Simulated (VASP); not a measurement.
Wanted: the native input for a VASP 6.6.1 run.

* Task: band structure
* Functional: HSE03
* Potentials or basis: VASP PAW PBE potentials, release 64 (F, Li_sv)
* Cutoff: 520 eV
* k mesh: 8 × 8 × 8
* Occupations: gaussian, width 0.02 eV
* Spin: no spin polarisation
* Ladder: gaps
* Grid for exact exchange (PRECFOCK): Fast
* Further INCAR settings: ALGO = Normal; EDIFF = 1e-06

Crystal: LiF (Griceite).

```
CELL_PARAMETERS angstrom
0.00000 2.01400 2.01400
2.01400 0.00000 2.01400
2.01400 2.01400 0.00000
ATOMIC_POSITIONS crystal
F 0.50000 0.50000 0.50000
Li 0.00000 0.00000 0.00000
```

The input as run:

POSCAR

```
LiF
1.0
    0.0000000000      2.0140000000      2.0140000000
    2.0140000000      0.0000000000      2.0140000000
    2.0140000000      2.0140000000      0.0000000000
F Li
1 1
Direct
    0.5000000000      0.5000000000      0.5000000000
    0.0000000000      0.0000000000      0.0000000000
```

INCAR.step1

```
PREC = Accurate
ENCUT = 520
EDIFF = 1E-5
ISMEAR = 0
SIGMA = 0.02
LREAL = False
LASPH = True
NELM = 100
ALGO = Normal
ISIF = 2
LWAVE = True
LCHARG = False
GGA = PE
KPAR = 4
```

INCAR.step2

```
PREC = Accurate
ENCUT = 520
EDIFF = 1E-6
ISMEAR = 0
SIGMA = 0.02
LREAL = False
LASPH = True
NELM = 100
ALGO = Normal
ISIF = 2
LWAVE = False
LCHARG = False
GGA = PE
LHFCALC = True
HFSCREEN = 0.3
PRECFOCK = Fast
ISTART = 1
KPAR = 4
```

KPOINTS

```
Automatic mesh
0
Gamma
  8 8 8
```

KPOINTS_OPT

```
path GXWKGLUWLK,UX
12
line-mode
reciprocal
 0.0000000000  0.0000000000  0.0000000000  G
 0.5000000000  0.0000000000  0.5000000000  X

 0.5000000000  0.0000000000  0.5000000000  X
 0.5000000000  0.2500000000  0.7500000000  W

 0.5000000000  0.2500000000  0.7500000000  W
 0.3750000000  0.3750000000  0.7500000000  K

 0.3750000000  0.3750000000  0.7500000000  K
 0.0000000000  0.0000000000  0.0000000000  G

 0.0000000000  0.0000000000  0.0000000000  G
 0.5000000000  0.5000000000  0.5000000000  L

 0.5000000000  0.5000000000  0.5000000000  L
 0.6250000000  0.2500000000  0.6250000000  U

 0.6250000000  0.2500000000  0.6250000000  U
 0.5000000000  0.2500000000  0.7500000000  W

 0.5000000000  0.2500000000  0.7500000000  W
 0.5000000000  0.5000000000  0.5000000000  L

 0.5000000000  0.5000000000  0.5000000000  L
 0.3750000000  0.3750000000  0.7500000000  K

 0.6250000000  0.2500000000  0.6250000000  U
 0.5000000000  0.0000000000  0.5000000000  X
```

Potentials or basis: VASP PAW PBE potentials, release 64 (F, Li_sv).

Run with:

```console
$ cat potpaw_PBE.64/F/POTCAR potpaw_PBE.64/Li_sv/POTCAR > POTCAR
$ cp INCAR.step1 INCAR
$ mpirun -np 4 vasp_std > vasp.out
$ cp INCAR.step2 INCAR
$ mpirun -np 4 vasp_std > vasp.out
```

Results of the run:

| Item | Value |
| --- | --- |
| Band gap on the k mesh | 11.10 eV, direct |
| Band gap along the path | 11.10 eV, direct |

It took 8.2 min on 4 MPI ranks on AMD EPYC 9R45 96-Core Processor (Zen 5), on a shared host, peak memory 0.26 GiB a rank.
